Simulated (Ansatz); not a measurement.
Take Li3N (space group P6/mmm, No. 191; a = 3.6071 Å, c = 3.8446 Å) as the base.

Calculations: plane-wave PAW DFT at the PBEsol level (Ansatz, a first-principles code, 420 eV), spin-orbit coupling left out.

For the base:

| Item | Value |
|---|---|
| Lattice parameter a | 3.607 Å |
| Gap character | indirect, A → Γ |

Now apply this change: hydrostatic tension (pressure −2 GPa).

**Question.** What does the calculation give for the lattice parameter a after the change?

**Answer.** The lattice parameter a goes up by 0.047 Å (3.607 Å → 3.654 Å).

**Question.** What does the calculation give for the mean gap deformation potential ΔEg/Δln V after the change?

**Answer.** The mean gap deformation potential ΔEg/Δln V amounts to -2.6 eV.

**Question.** How does this affect the gap character?

**Answer.** The gap character stays indirect, A → Γ.

Load acts through the strain it causes; cell and atoms are relaxed under it. Whether these cells are dynamically stable was not tested.
